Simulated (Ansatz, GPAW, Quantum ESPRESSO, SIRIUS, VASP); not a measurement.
**Fitting the PBEsol energy curve of KTaO3**

```cif
data_structure
_symmetry_space_group_name_H-M 'Pm-3m'
_symmetry_Int_Tables_number 221
_cell_length_a 3.9883
_cell_length_b 3.9883
_cell_length_c 3.9883
_cell_angle_alpha 90.000
_cell_angle_beta 90.000
_cell_angle_gamma 90.000
_cell_volume 63.44
loop_
_atom_site_label
_atom_site_type_symbol
_atom_site_symmetry_multiplicity
_atom_site_Wyckoff_symbol
_atom_site_fract_x
_atom_site_fract_y
_atom_site_fract_z
_atom_site_occupancy
Ta1 Ta 1 a 0.00000 0.00000 0.00000 1
K1 K 1 b 0.50000 0.50000 0.50000 1
O1 O 3 d 0.00000 0.00000 0.50000 1
```

The cell was scaled at fixed shape and fractions and run with Ansatz, all-electron LAPW, scalar-relativistic; PBEsol, k mesh 7 × 7 × 7 on the cell of 5 atoms, fermi-dirac occupations of 0.05 eV, no spin polarisation, no spin-orbit coupling. Energies are those that the program minimises, any entropy of the smearing included.

| V (Å³/atom) | energy over the lowest row (meV/atom) |
| --- | --- |
| 11.9267 | 29.74 |
| 12.1805 | 12.22 |
| 12.4342 | 2.58 |
| 12.6880 | 0.00 |
| 12.9418 | ? |
| 13.1955 | 13.15 |
| 13.4493 | 27.64 |

**Question.** Fit the third-order Birch-Murnaghan form, give V0, B0 and B′, and predict the energy left open.

**Answer.** With y = (V0/V)^(2/3), E = E0 + (9 V0 B0/16) [(y - 1)³ B′ + (y - 1)² (6 - 4y)]. Least squares through the rows shown give V0 = 12.6602 Å³/atom, E0 = -0.04 meV, B0 = 201.4 GPa (1 eV/Å³ = 160.218 GPa) and B′ = 4.47, with a largest miss of 0.01 meV. At V = 12.9418 the form with these constants gives 3.74 meV; the run gave 3.74 meV an atom. Other set-ups at this level, from all their volumes (Å³/atom, GPa): GPAW, PAW data sets generated for this functional: V0 12.691, B0 201.7; Quantum ESPRESSO, GBRV 1.5 PBEsol: V0 12.693, B0 203.7; SIRIUS, PseudoDojo 0.4.1 PBEsol standard (scalar relativistic): V0 12.583, B0 202.9; VASP, PBE PAW files K_sv, O, Ta_pv, 520 eV (made for PBE): V0 12.718, B0 203. Measured volume: 12.69 Å³/atom (a printed reference work), so the fit lies -0.2 % from it. The runs are for a static lattice.
